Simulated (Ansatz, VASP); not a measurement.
**Two plane-wave programs on MgSi2N2**

```xyz
5
Lattice="3.0383 1.7542 2.3812 -3.0383 1.7542 2.3812 0.0000 -3.5083 2.3812" Properties=species:S:1:pos:R:3 pbc="T T T"
Mg    0.0000    0.0000    0.0000
Si    0.0000    0.0000    4.2748
Si    0.0000    0.0000    2.8689
N     0.0000    0.0000    1.7679
N     0.0000    0.0000    5.3758
```

Alike in both runs: task relaxation of cell and atoms; functional PBE; k mesh 6 × 6 × 6; occupations gaussian, width 0.1 eV; no spin polarisation.

|  | VASP | Ansatz |
| --- | --- | --- |
| version | VASP 6.6.1 | Ansatz 0.2.0 |
| potentials or method | VASP PAW PBE potentials, release 64 (Mg, Si, N) | scalar-relativistic, plane waves, PAW |
| plane-wave cutoff (eV) | 600 | 420 |
| valence electrons in the cell | 20 | 28 |

|  | VASP | Ansatz | Ansatz less VASP |
| --- | --- | --- | --- |
| gap on the k mesh at the Fermi level, each at its own relaxed structure (eV) | 1.19 | 1.64 | +0.442 |
| relaxed volume (Å³/atom) | 19.34 | 20.72 | +1.380 |
| relaxed cell length with the largest relative difference (Å) | 4.733 | 4.841 | +0.1082 |
| energy change over the relaxation (meV/atom) | -8871 | -9058 | -187.4 |

The two sets of potentials don't hold the same shells in valence.

Caveats: the volume moved by over 15 % at a fixed basis, so the end points are rough (VASP). A k mesh can miss the band edges.
